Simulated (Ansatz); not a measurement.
# Cs, a known structure type with other elements, at an estimated volume

```
Cs
1.0
     2.08989    3.61980    0.00000
    -2.08989    3.61980    0.00000
     0.00000    0.00000    6.60379
Cs
2
Direct
  0.33333 0.33333 0.25000
  0.66667 0.66667 0.75000
```

The numbers come from plane-wave PAW DFT (Ansatz): PBE, no spin polarisation, 420 eV, 9×9×5 Γ-centred k points, fermi-dirac occupations (width 0.1 eV). Nothing was relaxed.

Task: Metal or insulator?

Result: It is a metal, with about 3.5 states/eV a cell as the mean within 0.25 eV of the Fermi level.

Task: What do density and ELF say about some of the short contacts?

Result: Cs–Cs at 4.09 Å: least valence density 0.04 e/Å³ and ELF 0.05 there. These are pseudo-fields; inside the PAW spheres they differ from the all-electron ones.

Task: Is the cell too large or too small?

Result: The pressure is 4.8 GPa (compression positive), so with the atoms held at these fractions the cell would first expand.

Origin: a known structure type with other elements, at an estimated volume, so it need not be a known compound. Caveats: many states at the Fermi level without spin polarisation, so a magnetic state may lie lower.
